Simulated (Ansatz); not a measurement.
Take BaSnO$_{3}$ in the cubic perovskite structure (space group Pm-3m, No. 221; a = 4.1216 Å) as the base. Axes: x, y, z lie along the cube axes.

Computed with PBEsol (Ansatz, a program for electronic structure; PAW; 420 eV plane waves; no spin-orbit coupling), earlier PAW set.

The change: uniaxial strain ε_zz = +3.47 %, all other strain components held at zero; the atoms relax in the strained cell.

Q: Predict the stress tensor and what it implies for the stiffness.

A: Stress of the strained cell less that of the base (GPa, compression positive):
```
  -2.64    0.00    0.00
   0.00   -2.64    0.00
   0.00    0.00   -8.23
```

Then −Δσ_ii/ε with ε = 0.0347 gives secant stiffness values (nonlinear terms included at this strain): C33 ≈ 237 GPa, C13 ≈ 76 GPa and C23 ≈ 76 GPa.

As a check, the harmonic strain energy −½ V₀ Δσ:ε is 12 meV/atom; the computed energy rise is 13 meV/atom.

Stability against distortions was not tested.
